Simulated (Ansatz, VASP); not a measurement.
## Mn in VASP and in Ansatz

```xyz
2
Lattice="3.6076 0.0000 0.0000 -1.8038 3.1243 0.0000 0.0000 0.0000 2.3629" Properties=species:S:1:pos:R:3 pbc="T T T"
Mn    0.0000    2.0829    0.0000
Mn    1.8038    1.0414    0.0000
```

Alike in both runs: functional PBEsol; k mesh 18 × 18 × 24; occupations gaussian, width 0.1 eV; no spin polarisation.

Ansatz relaxed the structure, and its values are those at the end. VASP's run is a single point on that final structure, the one shown.

|  | VASP | Ansatz |
| --- | --- | --- |
| version | VASP 6.6.1 | Ansatz 0.2.0 |
| potentials or method | VASP PAW PBE potentials, release 64 (Mn_pv) | scalar-relativistic, plane waves, PAW |
| plane-wave cutoff (eV) | 520 | 420 |
| valence electrons in the cell | 26 | 30 |

Ansatz gave:

- gap on the k mesh at the Fermi level (eV): none
- pressure (GPa): 0.0

Problem. What did VASP give for the same quantities?

Solution. gap on the k mesh at the Fermi level (eV): none; pressure (GPa): 0.7.

A gap of «none» marks a metal or a gap that the smearing closes. With one functional, cell and mesh, what is left measures potentials, basis and numerics. The two sets of potentials don't hold the same shells in valence.

Caveats: the PAW data sets were made with another functional, which shifts forces and pressure a little (VASP); the run has no spin polarisation, though such a crystal can be magnetic. Spin polarisation is off, so any magnetic state and its effect on volume and gap are missing.
